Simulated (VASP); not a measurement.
Crystal: CdSe (Cadmoselite).

```xyz
4
Lattice="4.3000 0.0000 0.0000 -2.1500 3.7239 0.0000 0.0000 0.0000 7.0200" Properties=species:S:1:pos:R:3 pbc="T T T"
Cd    2.1500    1.2413    3.5100
Cd    0.0000    2.4826    0.0000
Se    2.1500    1.2413    6.2127
Se    0.0000    2.4826    2.7027
```

Base run:

```yaml
Program: VASP 6.6.1
Functional: r2SCAN
Potentials_or_basis: VASP PAW PBE potentials, release 64 (Cd, Se)
Cutoff: 520 eV
k_mesh: 6 × 6 × 4
Occupations: gaussian, width 0.02 eV
Spin: spin-orbit coupling, no magnetisation
```

Its results: pressure 1.8 GPa; largest force 0.287 eV/Å.

Q: The run is repeated on the same cell with these changes: functional from r2SCAN to LDA; potentials or basis from VASP PAW PBE potentials, release 64 (Cd, Se) to VASP PAW LDA potentials, release 64 (Cd, Se). What comes out?

A: Pressure -1.4 GPa; largest force 0.266 eV/Å.

Caveats: the PAW data sets were made with another functional, which shifts forces and pressure a little (some runs).
